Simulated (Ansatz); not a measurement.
**AlNi3: how settings move the results**

An exercise on one series of results from a longer session: the logs are not shown, and one member is left open.

Program: Ansatz 0.2.0. Level of theory: DFT PBEsol, scalar-relativistic, plane waves, PAW. These are calculated values, not measurements.

2 further runs of the same task are left out: 1 for a known fault of the program, 1 set aside as unsound or not needed. Runs told in other sessions of the task aren't counted.

## The starting structure

Symmetry: Fm-3m, No. 225, cubic system. Conventional cell: a = 5.604 Å, b = 5.604 Å, c = 5.604 Å, α = 90.00°, β = 90.00°, γ = 90.00°. Around Al (site symmetry m-3m) lie 8 Ni at 2.43 Å. Ni (site symmetry -43m) is surrounded by 4 Al at 2.43 Å and 4 Ni at 2.43 Å. Around Ni (site symmetry m-3m) lie 8 Ni at 2.43 Å.

As a file:

```
CELL_PARAMETERS angstrom
0.00000 2.80189 2.80189
2.80189 0.00000 2.80189
2.80189 2.80189 0.00000
ATOMIC_POSITIONS crystal
Al 0.50000 0.50000 0.50000
Ni 0.25000 0.25000 0.25000
Ni 0.00000 0.00000 0.00000
Ni 0.75000 0.75000 0.75000
```

The structure comes from the Materials Project (structure only); it is used as listed.

## The base run, which the others are set against

The input, input.yaml:

```yaml
crystal:
  lattice:
    - [0.0, 2.8018887551, 2.8018887551]
    - [2.8018887551, 0.0, 2.8018887551]
    - [2.8018887551, 2.8018887551, 0.0]
  atoms:
    - { symbol: Al, position: [0.5, 0.5, 0.5] }
    - { symbol: Ni, position: [0.25, 0.25, 0.25] }
    - { symbol: Ni, position: [0.0, 0.0, 0.0] }
    - { symbol: Ni, position: [0.75, 0.75, 0.75] }
basis:
  ecutwfc: 420
kpoints:
  mp_grid: { grid: [14, 14, 14] }
hamiltonian:
  xc: pbesol
scf:
  occupations: { method: gaussian, width: 0.1 }
output:
  forces: true
  stress: true
  eigenvalues: true
  populations: true
  write_density: true
  write_potential: true
  elf: true
  volumetric_format: npy
```

Its results, from an earlier run: -4485.2501 eV/atom at zero smearing, pressure -0.74 GPa, largest force 0.000 eV/Å, no gap on the mesh, in 7 SCF cycles and 21 s.

The first run:

The input, input.yaml:

```yaml
crystal:
  lattice:
    - [0.0, 2.8018887551, 2.8018887551]
    - [2.8018887551, 0.0, 2.8018887551]
    - [2.8018887551, 2.8018887551, 0.0]
  atoms:
    - { symbol: Al, position: [0.5, 0.5, 0.5] }
    - { symbol: Ni, position: [0.25, 0.25, 0.25] }
    - { symbol: Ni, position: [0.0, 0.0, 0.0] }
    - { symbol: Ni, position: [0.75, 0.75, 0.75] }
basis:
  ecutwfc: 150
kpoints:
  mp_grid: { grid: [14, 14, 14] }
hamiltonian:
  xc: pbesol
scf:
  occupations: { method: gaussian, width: 0.1 }
output:
  forces: true
  stress: true
  eigenvalues: true
```

Run with:

```bash
$ ansatz run input.yaml --threads 1 --pin off --max-ram 2560MiB --backend cpu --events-out ev --progress --plain --runs-dir out
```

Steps of the session up to this table: Plane-wave cutoff set to 150 eV; Plane-wave cutoff: 200 eV; Plane-wave cutoff set to 250 eV; Plane-wave cutoff: 300 eV; Plane-wave cutoff set to 350 eV; Plane-wave cutoff set to 380 eV; Plane-wave cutoff set to 460 eV; Plane-wave cutoff: 520 eV; Plane-wave cutoff set to 600 eV; Plane-wave cutoff set to 700 eV; Plane-wave cutoff: 850 eV.

One of the session's tables, all rows but one given; the rest of the session is left out.

It belongs to the step «The sweep of the plane-wave cutoff side by side». 

| cutoff (eV) | ΔE (meV/atom) | pressure (GPa) |
| --- | --- | --- |
| 150 | 67689 | 114.37 |
| 200 | 11427 | -12.67 |
| 250 | 1866 | 2.81 |
| 300 | 241 | 1.14 |
| 350 | 17.5 | -0.49 |
| 380 | ? | ? |
| 420 | 1.89 | -0.74 |
| 460 | 1.32 | -0.75 |
| 520 | 0.73 | -0.75 |
| 600 | 0.49 | -0.75 |
| 700 | 0.14 | -0.76 |
| 850 | 0.00 | -0.76 |

Q: Estimate the row for cutoff (eV) = 380 from the others.

Worked estimate for «ΔE (meV/atom)». A straight line through the neighbours (350, 17.5) and (420, 1.89) gives 17.5 + (1.89 − 17.5) × (380 − 350) / (420 − 350) = 10.81; a parabola fitted to 4 rows on both sides gives -12.27.

The run gave: ΔE (meV/atom): 3.84; pressure (GPa): -0.70. In «ΔE (meV/atom)» the line misses by +6.97 and the parabola by -16.11. Between these rows the values bend or scatter more than so simple an estimate can follow.

Limits of these values: Spin polarisation is off in the runs that give these values; a magnetic solution could lie lower. Warnings in the runs' records: cutoff below recommended.
